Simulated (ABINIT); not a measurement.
A run of ABINIT 10.8.3 (patched build) is set up as follows.

run.abi

```
pp_dirpath "./"
pseudos "Sn.GGA_PBE-JTH.xml, O.GGA_PBE-JTH.xml"

acell 3*1.0 Angstrom
rprim
     1.6170930752     0.9336291223     4.8005925840
    -1.6170930752     0.9336291223     4.8005925840
     0.0000000000    -1.8672582446     4.8005925840
ntypat 2
znucl 50 8
natom 3
typat 1 2 2
xred
     0.5000000000     0.5000000000     0.5000000000
     0.7628300000     0.7628300000     0.7628300000
     0.2371700000     0.2371700000     0.2371700000
chkprim 0
chksymtnons 0
tolsym 1.0e-6

ecut 28.0
pawecutdg 50.0
pawovlp -1

kptopt 1
ngkpt 7 7 7
nshiftk 1
shiftk 0.0 0.0 0.0

ixc -497498
usekden 1
pawxcdev 0

nband 17
occopt 3
tsmear 0.00183747

nstep 100
tolvrs 1.0e-7

iomode 3
prtwf 0
prtden 0
prteig 0
prtebands 0
enunit 2

ionmov 2
ntime 60
tolmxf 0.0002
optcell 2
dilatmx 1.08
ecutsm 0.5
```

Potentials or basis: JTH PAW PBE v2.0.

Run with:

```sh
$ mpirun --bind-to none -np 4 abinit run.abi > log 2>&1
```

**Question.** What does it give for the space group after relaxing (to 0.05 Å)?

**Answer.** R-3m (No. 166).

**Question.** Estimate the band gap on the k mesh.

**Answer.** 2.42 eV, indirect (least direct gap 2.45 eV).

**Question.** Estimate the relaxed cell.

**Answer.** a = 4.719 Å, b = 4.719 Å, c = 4.719 Å, α = 39.79°, β = 39.79°, γ = 39.79°.

**Question.** What does it give for the relaxed volume?

**Answer.** 12.92 Å³/atom.

Forces in eV/Å, atoms in the order of the input:
```
Sn   0.000  0.000  0.000
O    0.000  0.000  0.007
O    0.000  0.000 -0.007
```

Caveat: the PAW data sets were made with another functional, which shifts forces and pressure a little; spin-orbit coupling is left out, which moves the levels of the heavy elements; an odd mesh through Γ misses points on the zone boundary, where band edges often lie. r2SCAN opens gaps a little over a GGA but as a rule still falls short of measured ones.
